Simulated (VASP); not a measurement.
Te2Mo, 6 atoms in the cell. The cell holds a slab with vacuum, 6 atoms: a = 6.362 Å, b = 3.480 Å, c = 36.176 Å, α = 90.00°, β = 90.14°, γ = 90.00°. 

```yaml
Program: VASP 6.6.1
Task: single point
Functional: PBEsol
Potentials_or_basis: VASP PAW PBE potentials, release 64 (Te, Mo_sv)
Cutoff: 520 eV
k_mesh: 4 × 8 × 1
Occupations: fermi-dirac, width 0.05 eV
Spin: no spin polarisation
Ladder: free
Further_INCAR_settings: ALGO = Normal; EDIFF = 1e-07; NBANDS = 35
```

Potentials or basis: VASP PAW PBE potentials, release 64 (Te, Mo_sv).

The run is started by

```console
$ cat potpaw_PBE.64/Te/POTCAR potpaw_PBE.64/Mo_sv/POTCAR > POTCAR
$ mpirun -np 2 vasp_std > vasp.out
```

Hardware: 2 MPI ranks on Intel(R) Xeon(R) Platinum 8488C (Sapphire Rapids), on a shared host.

Problem. How long does it take, and how much memory?

Solution. It took 5.7 min on 2 MPI ranks on Intel(R) Xeon(R) Platinum 8488C (Sapphire Rapids) (shared host), peak memory 0.91 GiB a rank. Counts: scf iterations 29, k points 15.
